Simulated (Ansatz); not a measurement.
RbCl in Ansatz: the effect of functional

RbCl:

```xyz
2
Lattice="0.0000 3.2072 3.2072 3.2072 0.0000 3.2072 3.2072 3.2072 0.0000" Properties=species:S:1:pos:R:3 pbc="T T T"
Rb    0.0000    0.0000    0.0000
Cl    3.2072    3.2072    3.2072
```

The cell isn't the ideal one: volume scaled by 0.94.

Alike in all runs:

```yaml
Program: Ansatz 0.2.0
Task: single point
Potentials_or_basis: Ansatz PAW
k_mesh: 7 × 7 × 7
Occupations: fermi-dirac, width 0.05 eV
Spin: no spin polarisation
```

Task: One run gave: gap on the mesh 5.26 eV; pressure 2.6 GPa. Which functional did it use?
A. LDA
B. r2SCAN
C. PBE

Result: C.

```csv
functional,cutoff,gap on the mesh (eV),pressure (GPa)
LDA,420 eV (not typed: the program's choice for these potentials),4.79,-0.4
PBE,420 eV (not typed: the program's choice for these potentials),5.26,2.6
r2SCAN,500 eV (not typed: the program's choice for these potentials),5.86,1.9
```

Caveats: odd divisions of the mesh miss points on the zone boundary, where band edges often lie, so the gap on the mesh can be too wide; the PAW data sets come from PBE, with cores solved anew for the run's functional, which leaves a small shift of forces and pressure (some runs).

